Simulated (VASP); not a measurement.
# ZnCu2SnS4 (I-4) in VASP: single point with PBE

Aim: the single point of ZnCu2SnS4 with PBE.

All numbers are computed with VASP 6.6.1; they aren't measurements. Logs are shortened: lines on timing, memory, paths and dates and some standing lists are left out, and cuts for length are marked.

### Step 1. Starting point

The structure is tetragonal, space group I-4 (No. 82). The conventional cell has a = 5.474 Å, b = 5.474 Å, c = 10.929 Å, α = 90.00°, β = 90.00°, γ = 90.00°. Zn (site symmetry -4) has 4 S at 2.37 Å as nearest neighbours. Cu (site symmetry -4) is surrounded by 4 S at 2.32 Å. Around Cu (site symmetry -4) lie 4 S at 2.32 Å. Around Sn (site symmetry -4) lie 4 S at 2.47 Å. S (site symmetry 1) has 2 Cu at 2.32 Å and 1 Zn at 2.37 Å and 1 Sn at 2.47 Å as nearest neighbours.

### Step 2. Single point, PBE

INCAR

```
SYSTEM = ZnCu2SnS4
PREC = Normal
ENCUT = 450
EDIFF = 1E-6
ISMEAR = 1
SIGMA = 0.1
LREAL = Auto
LASPH = .TRUE.
NELM = 80
ALGO = Normal
ISIF = 2
LWAVE = .FALSE.
LCHARG = .FALSE.
GGA = PE
NBANDS = 46
ICORELEVEL = 1
```

KPOINTS

```
regular mesh
0
G
  6 6 6
  0 0 0
```

POSCAR

```
ZnCu2SnS4
1.0
    0.0000000000     -5.4739640000      0.0000000000
   -5.4739640000      0.0000000000      0.0000000000
    2.7369820000      2.7369820000     -5.4646820000
Zn Cu Sn S
1 2 1 4
Direct
    0.7500000000      0.2500000000      0.5000000000
    0.0000000000      0.0000000000      0.0000000000
    0.2500000000      0.7500000000      0.5000000000
    0.5000000000      0.5000000000      0.0000000000
    0.6287320000      0.1051070000      0.7414250000
    0.8948930000      0.8873070000      0.2585750000
    0.1126930000      0.6363180000      0.7414250000
    0.3636820000      0.3712680000      0.2585750000
```

Potentials or basis: VASP PAW PBE potentials, release 64 (Zn, Cu, Sn_d, S).

The run is started by

```bash
$ cat potpaw_PBE.64/Zn/POTCAR potpaw_PBE.64/Cu/POTCAR potpaw_PBE.64/Sn_d/POTCAR potpaw_PBE.64/S/POTCAR > POTCAR
$ mpirun -np 1 vasp_std > vasp.out
```

OUTCAR:

```text
SYSTEM = ZnCu2SnS4
   PREC = Normal
   ENCUT = 450
   EDIFF = 1E-6
   ISMEAR = 1
   LREAL = Auto
   LASPH = .TRUE.
   NELM = 80
   ISIF = 2
   GGA = PE

 ion  position               nearest neighbor table
   1  0.750  0.250  0.500-   5 2.37   6 2.37   7 2.37   8 2.37
   2  0.000  0.000  0.000-   5 2.32   6 2.32   7 2.32   8 2.32
   3  0.250  0.750  0.500-   6 2.32   7 2.32   5 2.32   8 2.32
   4  0.500  0.500  0.000-   5 2.47   6 2.47   7 2.47   8 2.47
   5  0.629  0.105  0.741-   3 2.32   2 2.32   1 2.37   4 2.47
   6  0.895  0.887  0.259-   3 2.32   2 2.32   1 2.37   4 2.47
   7  0.113  0.636  0.741-   3 2.32   2 2.32   1 2.37   4 2.47
   8  0.364  0.371  0.259-   3 2.32   2 2.32   1 2.37   4 2.47

  LATTYP: Found a body centered tetragonal cell.
 ALAT       =     5.4739640000
 C/A-ratio  =     1.9966086733

  Lattice vectors:

 A1 = (   2.7369820000,  -2.7369820000,   5.4646820000)
 A2 = (  -2.7369820000,   2.7369820000,   5.4646820000)
 A3 = (  -2.7369820000,  -2.7369820000,  -5.4646820000)

Analysis of symmetry for initial positions (statically):
=====================================================================
 Subroutine PRICEL returns:
 Original cell was already a primitive cell.

 Routine SETGRP: Setting up the symmetry group for a
 body centered tetragonal supercell.

 Subroutine GETGRP returns: Found  4 space group operations
 (whereof  4 operations were pure point group operations)
 out of a pool of 16 trial point group operations.

The static configuration has the point symmetry S_4 .

Analysis of symmetry for dynamics (positions and initial velocities):
=====================================================================
 Subroutine PRICEL returns:
 Original cell was already a primitive cell.

 Routine SETGRP: Setting up the symmetry group for a
 body centered tetragonal supercell.

 Subroutine GETGRP returns: Found  4 space group operations
 (whereof  4 operations were pure point group operations)
 out of a pool of 16 trial point group operations.

The dynamic configuration has the point symmetry S_4 .

 Subroutine INISYM returns: Found  4 space group operations
 (whereof  4 operations are pure point group operations),
 and found     1 'primitive' translations

----------------------------------------------------------------------------------------

                                     Primitive cell

  volume of cell :     163.7453

  direct lattice vectors                    reciprocal lattice vectors
     0.000000000 -5.473964000  0.000000000     0.000000000 -0.182682970 -0.091496632
    -5.473964000  0.000000000  0.000000000    -0.182682970  0.000000000 -0.091496632
     2.736982000  2.736982000 -5.464682000     0.000000000  0.000000000 -0.182993265

  length of vectors
     5.473964000  5.473964000  6.696632758     0.204315201  0.204315201  0.182993265

  position of ions in fractional coordinates (direct lattice)
     0.750000000  0.250000000  0.500000000
     0.000000000  0.000000000  0.000000000
     0.250000000  0.750000000  0.500000000
     0.500000000  0.500000000  0.000000000
     0.628732000  0.105107000  0.741425000
     0.894893000  0.887307000  0.258575000
     0.112693000  0.636318000  0.741425000
     0.363682000  0.371268000  0.258575000

  ion indices of the primitive-cell ions
   primitive index   ion index
                 1           1
                 2           2
                 3           3
                 4           4
                 5           5
                 6           6
                 7           7
                 8           8

----------------------------------------------------------------------------------------

 KPOINTS: regular mesh

Automatic generation of k-mesh.
 Grid dimensions read from file:
 generate k-points for:    6    6    6

 Generating k-lattice:

  Cartesian coordinates                     Fractional coordinates (reciprocal lattice)
     0.000000000 -0.030447162 -0.015249439     0.166666667  0.000000000  0.000000000
    -0.030447162  0.000000000 -0.015249439     0.000000000  0.166666667  0.000000000
     0.000000000  0.000000000 -0.030498877     0.000000000  0.000000000  0.166666667

  Length of vectors
     0.034052533  0.034052533  0.030498877

  Shift w.r.t. Gamma in fractional coordinates (k-lattice)
     0.000000000  0.000000000  0.000000000

 Subroutine IBZKPT returns following result:
 ===========================================

 Found     36 irreducible k-points:

 Following reciprocal coordinates:
            Coordinates               Weight
  0.000000  0.000000  0.000000      1.000000
  0.166667  0.000000  0.000000      8.000000
  0.333333  0.000000  0.000000      8.000000
  0.500000  0.000000  0.000000      4.000000
  0.166667  0.166667  0.000000      8.000000
  0.333333  0.166667 -0.000000      8.000000
[... 16 lines left out ...]
  0.166667  0.166667  0.166667      8.000000
  0.333333  0.166667  0.166667      8.000000
 [... further k-points ...]
   k-points           NKPTS =     36   k-points in BZ     NKDIM =     36   number of bands    NBANDS=     46
   number of dos      NEDOS =    301   number of ions     NIONS =      8
   total plane-waves  NPLWV =  28224
   dimension x,y,z NGX =    28 NGY =   28 NGZ =   36
   dimension x,y,z NGXF=    56 NGYF=   56 NGZF=   72
   ions per type =               1   2   1   4
   NGX,Y,Z   is equivalent  to a cutoff of   8.50,  8.50,  8.94 a.u.
   NGXF,Y,Z  is equivalent  to a cutoff of  17.01, 17.01, 17.87 a.u.
 SYSTEM =  ZnCu2SnS4
   PREC   = normal    normal or accurate (medium, high low for compatibility)
   ISTART =      0    job   : 0-new  1-cont  2-samecut
   ICHARG =      2    charge: 1-file 2-atom 10-const
   ISPIN  =      1    spin polarized calculation?
   LNONCOLLINEAR =      F non collinear calculations
   LSORBIT =      F    spin-orbit coupling
   LASPH  =      T    aspherical Exc in radial PAW
   ENCUT  =  450.0 eV  33.07 Ry    5.75 a.u.   9.47  9.47 11.58*2*pi/ulx,y,z
   NELM   =     80;   NELMIN=  2; NELMDL= -5     # of ELM steps
   EDIFF  = 0.1E-05   stopping-criterion for ELM
   LREAL  =      T    real-space projection
   EDIFFG = 0.1E-04   stopping-criterion for IOM
   NSW    =      0    number of steps for IOM
   IBRION =     -1    ionic relax: 0-MD 1-quasi-New 2-CG
   NFREE  =      0    steps in history (QN), initial steepest desc. (CG)
   ISIF   =      2    stress and relaxation
   ISYM   =      2    0-nonsym 1-usesym 2-fastsym
   POTIM  = 0.5000    time-step for ionic-motion
   TEBEG  =    0.0;   TEEND  =   0.0 temperature during run
   PSTRESS=    0.0 pullay stress
   NELECT =      72.0000    total number of electrons
   NUPDOWN=      -1.0000    fix difference up-down
   EMIN   =  10.00;   EMAX   =-10.00  energy-range for DOS
   EFERMI =   0.00;   METHOD = LEGACY
   ISMEAR =     1;   SIGMA  =   0.10  broadening in eV -4-tet -1-fermi 0-gaus
   EFERMI_NEDOS =   21; number of points for ismear=-14 and -15
   IALGO  =     38    algorithm
   IMIX   =      4    mixing-type and parameters
     AMIX     =   0.40;   BMIX     =  1.00
     AMIX_MAG =   1.60;   BMIX_MAG =  1.00
  volume/ion in A,a.u.               =      20.47       138.13
  Fermi-wavevector in a.u.,A,eV,Ry     =   1.244885  2.352492 21.085491  1.549740
  Thomas-Fermi vector in A             =   2.379132
   LORBIT       =      0    0 simple, 1 ext, 2 COOP (PROOUT), +10 PAW based schemes
   GGA     = PE    functional components
   LHFCALC =     F    Hartree Fock is set to
   AEXX    =    0.0000 exact exchange contribution
   IVDW    =     0    specifies the selected vdW correction
   LEPSILON=     F    determine dielectric tensor
   LRPA    =     F    only Hartree local field effects (RPA)
 non-spin polarized calculation
 Methfessel and Paxton  Order N= 1 SIGMA  =   0.10
  energy-cutoff  :      450.00
  volume of cell :      163.75
 maximum number of plane-waves:      3578
   NGX = 19   NGY = 19   NGZ = 23

 number of electron      71.9999880 magnetization

 Free energy of the ion-electron system (eV)
  ---------------------------------------------------
  ext. energy  EPLUGINS =         0.00000000
  ---------------------------------------------------
  free energy    TOTEN  =       -32.60011071 eV

  energy without entropy =      -32.60087669  energy(sigma->0) =      -32.60036604

 the core state eigenenergies are
   1-  1s  -9516.5893  2s  -1150.1063  2p   -995.7585  3s   -121.2593  3p    -75.4289

   2-  1s  -8842.8681  2s  -1055.1322  2p   -909.5933  3s   -107.0257  3p    -64.4169

   3-  1s  -8842.8511  2s  -1055.1179  2p   -909.5788  3s   -107.0101  3p    -64.4013

   4-  1s -28998.7817  2s  -4370.2520  2p  -3921.8718  3s   -836.5289  3p   -690.0761
       3d   -464.7826  4s   -125.5209  4p    -81.3084
   5-  1s  -2395.3639  2s   -201.3763  2p   -146.1539
   6-  1s  -2395.3639  2s   -201.3763  2p   -146.1539
   7-  1s  -2395.3639  2s   -201.3763  2p   -146.1539
   8-  1s  -2395.3639  2s   -201.3763  2p   -146.1539

 E-fermi :   4.6772     XC(G=0):  -9.6862

 val. band max:        4.6721545782   @ k =   0.0000   0.0000   0.0000
 cond. band min:       4.7491651946   @ k =   0.0000   0.0000   0.0000
 fundamental gap:      0.0770106164
 Fermi energy:         4.6771980704

 k-point     1 :       0.0000    0.0000    0.0000
  band No.  band energies     occupation
      1     -17.5803      2.00000
      2     -17.5767      2.00000
      3     -17.5766      2.00000
      4     -17.5095      2.00000
      5     -17.5050      2.00000
      6      -9.7005      2.00000
[... 38 lines left out ...]
     45       9.9581      0.00000
     46      10.2768      0.00000

 k-point     2 :       0.1667    0.0000    0.0000
  band No.  band energies     occupation
      1     -17.5804      2.00000
      2     -17.5768      2.00000
      3     -17.5766      2.00000
      4     -17.5094      2.00000
      5     -17.5049      2.00000
      6      -9.6109      2.00000
[... 1070 lines left out ...]
 k-point    24 :       0.3333    0.1667    0.1667
  band No.  band energies     occupation
      1     -17.5807      2.00000
      2     -17.5769      2.00000
      3     -17.5766      2.00000
      4     -17.5090      2.00000
      5     -17.5048      2.00000
      6      -9.0801      2.00000
[... 38 lines left out ...]
     45      10.4258      0.00000
     46      10.6580      0.00000

 [... further k-points ...]

------------------------ aborting loop because EDIFF is reached ----------------------------------------

  FORCE on cell =-STRESS in cart. coord.  units (eV):
  Direction    XX          YY          ZZ          XY          YZ          ZX
  --------------------------------------------------------------------------------------
  -------------------------------------------------------------------------------------
  Total       -0.1456022     -0.1456022     -0.1011743     -0.0000002      0.0000000     -0.0000000
  in kB       -1.4246554     -1.4246554     -0.9899470     -0.0000020      0.0000000     -0.0000000
  external PRESSURE =      -1.2797526 kB  Pullay stress =       0.0000000 kB

 VOLUME and BASIS-vectors are now :
 -----------------------------------------------------------------------------
  energy-cutoff  :      450.00
  volume of cell :      163.75
      direct lattice vectors                 reciprocal lattice vectors
     0.000000000 -5.473964000  0.000000000     0.000000000 -0.182682970 -0.091496632
    -5.473964000  0.000000000  0.000000000    -0.182682970  0.000000000 -0.091496632
     2.736982000  2.736982000 -5.464682000     0.000000000  0.000000000 -0.182993265

 POSITION                                       TOTAL-FORCE (eV/Angst)
 -----------------------------------------------------------------------------------
      0.00000     -2.73698     -2.73234        -0.000000      0.000000      0.000000
      0.00000      0.00000      0.00000        -0.000000      0.000000      0.000000
     -2.73698      0.00000     -2.73234        -0.000000      0.000000      0.000000
     -2.73698     -2.73698      0.00000        -0.000000      0.000000      0.000000
      1.45391     -1.41239     -4.05165        -0.002682     -0.000845     -0.011625
     -4.14937     -4.19090     -1.41303        -0.000845      0.002682      0.011625
     -1.45391      1.41239     -4.05165         0.002682      0.000845     -0.011625
     -1.32459     -1.28307     -1.41303         0.000845     -0.002682      0.011625
 -----------------------------------------------------------------------------------
    total drift:                               -0.000157     -0.000110     -0.000109

  FREE ENERGIE OF THE ION-ELECTRON SYSTEM (eV)
  ---------------------------------------------------
  free  energy   TOTEN  =       -32.6001107106 eV

  energy  without entropy=      -32.6008766867  energy(sigma->0) =      -32.60036604
```

It took 73 s on 1 thread of Intel Xeon 6975P-C (Granite Rapids), shared host; peak memory 0.26 GiB.

What came out:

| Item | Value |
| --- | --- |
| Free energy | -32.6001 eV |
| Pressure | -0.1 GPa |
| Largest force | 0.012 eV/Å |
| Band gap on the k mesh | 0.08 eV, direct |

Forces on the atoms (eV/Å):
```
Zn   0.000  0.000  0.000
Cu   0.000  0.000  0.000
Cu   0.000  0.000  0.000
Sn   0.000  0.000  0.000
S   -0.003 -0.001 -0.012
S   -0.001  0.003  0.012
S    0.003  0.001 -0.012
S    0.001 -0.003  0.012
```

Core levels (eV, on the scale of the bands):
```tsv
atom	levels
1 Zn	1s -9516.6, 2s -1150.1, 2p -995.8, 3s -121.3, 3p -75.4
2 Cu	1s -8842.9, 2s -1055.1, 2p -909.6, 3s -107.0, 3p -64.4
3 Cu	1s -8842.9, 2s -1055.1, 2p -909.6, 3s -107.0, 3p -64.4
4 Sn	1s -28998.8, 2s -4370.3, 2p -3921.9, 3s -836.5, 3p -690.1, 3d -464.8, 4s -125.5, 4p -81.3
5 S	1s -2395.4, 2s -201.4, 2p -146.2
6 S	1s -2395.4, 2s -201.4, 2p -146.2
```

Caveat: spin-orbit coupling is left out, which moves the levels of the heavy elements. A k mesh can miss the band edges.
